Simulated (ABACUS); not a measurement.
The system is Ta.

```
CELL_PARAMETERS angstrom
-1.71384 1.66380 1.60595
1.69320 -1.68230 1.60382
1.68622 1.65469 -1.62445
ATOMIC_POSITIONS crystal
Ta 0.00000 0.00000 0.00000
```

```yaml
Program: ABACUS 3.10.1
Task: relaxation of cell and atoms
Functional: BLYP
Potentials_or_basis: PseudoDojo NC SR 0.4.1 PBE standard
Cutoff: 1361 eV
Density_cutoff: 5442 eV
Basis: DZP LCAO (the cutoffs set its grid)
k_mesh: 8 × 8 × 8
Occupations: fermi-dirac, width 0.05 eV
Spin: no spin polarisation
```

At the start: pressure 8.4 GPa; volume 18.00 Å³/atom.

Where does the relaxation end?

Over 8 steps the energy falls by 30.9 meV/atom and the volume is 18.71 Å³/atom (+4.0 %); space group Im-3m (No. 229, to 0.05 Å).

The path:
| step | energy change (eV) | largest force (eV/Å) | pressure (GPa) | volume (Å³) |
| --- | --- | --- | --- | --- |
| 1 | 0.0000 | 0.0000 | 8.38 | 18.00 |
| 2 | -0.0242 | 0.0000 | -0.02 | 18.74 |
| 3 | -0.0272 | 0.0000 | -0.64 | 18.79 |
| 4 | -0.0308 | 0.0000 | -0.43 | 18.75 |
| 5 | -0.0309 | 0.0000 | -0.10 | 18.72 |
| 6 | -0.0309 | 0.0000 | 0.07 | 18.70 |
| 7 | -0.0309 | 0.0000 | 0.08 | 18.70 |
| 8 | -0.0309 | 0.0000 | 0.03 | 18.71 |

Final structure:
```yaml
crystal:
  lattice:
    - [-1.67238, 1.67244, 1.67232]
    - [1.67256, -1.67226, 1.67222]
    - [1.67236, 1.67213, -1.67219]
  atoms:
    - { symbol: Ta, position: [0.00000, 0.00000, 0.00000] }
```

Caveat: the atomic orbitals were generated for these runs and aren't a published set; the potentials were made for another functional, which shifts forces and pressure; the basis of atomic orbitals isn't converged, which shifts pressures, moduli and gaps.
